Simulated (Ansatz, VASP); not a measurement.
**One calculation of AlN, two programs**

```xyz
4
Lattice="3.3503 0.0000 0.0000 -1.6752 2.9015 0.0000 0.0000 0.0000 4.5876" Properties=species:S:1:pos:R:3 pbc="T T T"
Al    0.0000    1.9343    3.4407
Al    1.6752    0.9672    1.1469
N     0.0000    1.9343    1.1469
N     1.6752    0.9672    3.4407
```

Alike in both runs: task single point; functional PBE; k mesh 9 × 9 × 6; occupations gaussian, width 0.05 eV; no spin polarisation.

|  | VASP | Ansatz |
| --- | --- | --- |
| version | VASP 6.6.1 | Ansatz 0.2.0 |
| potentials or method | VASP PAW PBE potentials, release 64 (Al, N) | scalar-relativistic, plane waves, PAW |
| plane-wave cutoff (eV) | 520 | 520 |
| valence electrons in the cell | 16 | 16 |

```csv
,VASP,Ansatz,Ansatz less VASP
gap on the k mesh at the Fermi level (eV),2.18,2.18,-0.006
least direct gap on the mesh (eV),2.18,2.18,-0.006
pressure (GPa),-15.7,-15.6,+0.16
largest component of the traceless stress (GPa),0.83,0.89,+0.068
```

Caveats: so large a pressure means that the cell lies far from this level's equilibrium, or that cutoff or potentials fall short (VASP).
